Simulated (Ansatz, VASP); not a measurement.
**NaH: VASP beside Ansatz**

INCAR

```
SYSTEM = NaH
PREC = Accurate ; ENCUT = 520
EDIFF = 1E-6 ; ISMEAR = 0
SIGMA = 0.02 ; LREAL = .False.
LASPH = .True. ; NELM = 100
ALGO = Normal ; ISIF = 2
LWAVE = .False. ; LCHARG = .True.
GGA = CA ; LELF = .True.
LVHAR = .True. ; NBANDS = 11
```

Contents of KPOINTS:

```
regular mesh
0
Gamma
  6 6 6
  0 0 0
```

File POSCAR:

```
NaH
1.0
    3.0142264800      0.0000000000      0.0000000000
    0.0000000000      3.0142264800      0.0000000000
    0.0000000000      0.0000000000      2.8403729335
Na H
1 1
Direct
    0.0000000000      0.0000000000      0.0000000000
    0.5000000000      0.5000000000      0.5000000000
```

Input for Ansatz:

```yaml
crystal:
  lattice:
    - [3.01422648, 0.0, 0.0]
    - [0.0, 3.01422648, 0.0]
    - [0.0, 0.0, 2.8403729334871204]
  atoms:
    - { symbol: Na, position: [0.0, 0.0, 0.0] }
    - { symbol: H, position: [0.5, 0.5, 0.5] }
basis:
  ecutwfc: 421.77648681281397
kpoints:
  mp_grid:
    grid: [6, 6, 6]
hamiltonian:
  xc: lda
  pseudopotentials:
    kind: paw
scf:
  occupations:
    method: gaussian
    width: 0.02
output:
  stress: true
```

The cell comes from a database or a generator and needn't be the stable form of this composition.

Alike in both runs: task single point; functional LDA; k mesh 6 × 6 × 6; occupations gaussian, width 0.02 eV; no spin polarisation.

|  | VASP | Ansatz |
| --- | --- | --- |
| version | VASP 6.6.1 | Ansatz 0.2.0 |
| potentials or method | VASP PAW LDA potentials, release 64 (Na_pv, H) | plane waves, PAW |
| plane-wave cutoff (eV) | 520 | 422 |
| valence electrons in the cell | 8 | 10 |

|  | VASP | Ansatz | Ansatz less VASP |
| --- | --- | --- | --- |
| pressure (GPa) | -2.0 | -2.0 | +0.05 |
| largest component of the traceless stress (GPa) | 4.42 | 4.42 | -0.004 |

The two sets of potentials don't hold the same shells in valence.
